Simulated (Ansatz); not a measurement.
# Optical constants of BaS

These are results of Ansatz, DFT PBEsol, scalar-relativistic, plane waves, PAW, not measurements. Settings: 420 eV plane-wave cutoff, Γ-centred 8×8×8 mesh, Gaussian smearing of 0.01 eV. No spin polarisation.

The cell, relaxed at this level:
```
CELL_PARAMETERS angstrom
0.00000 3.16576 3.16576
3.16576 0.00000 3.16576
3.16576 3.16576 0.00000
ATOMIC_POSITIONS crystal
Ba 0.00000 0.00000 0.00000
S 0.50000 0.50000 0.50000
```

Spin–orbit coupling is left out, which matters for heavy elements.

Independent-particle response (no local fields, no excitons) on a 12×12×12 mesh, broadened by 0.1 eV. Light polarised along z. The bands above those solved add 0.25 to ε₁ at zero frequency; that share is added as a constant.

Problem. Tabulate ε₁ and ε₂ against photon energy.

Solution.
```csv
E (eV),ε₁,ε₂
0.2,5.50,0.00
0.6,5.56,0.00
1.0,5.69,0.00
1.4,5.93,0.00
1.8,6.38,0.00
2.2,7.61,0.87
2.6,6.89,1.95
3.0,6.54,2.21
3.4,6.55,2.37
3.8,6.88,3.15
4.2,6.39,3.54
4.6,6.48,3.94
5.0,6.78,5.24
5.4,5.86,6.44
5.8,4.42,7.96
6.2,2.60,7.48
6.6,2.64,8.30
7.0,-0.98,7.08
```

Problem. Where is the highest local maximum of ε₂ between 0.3 and 7 eV?

Solution. At 6.7 eV, where ε₂ = 8.6.

Problem. How do the static value and the gaps compare?

Solution. ε₁(0) = 5.49; on the self-consistent k mesh the Kohn–Sham gap is 2.04 eV and the least direct gap 2.13 eV.

Cost: 1 run of about 1.2 core-minutes, on Arm Neoverse N1 (shared hosts).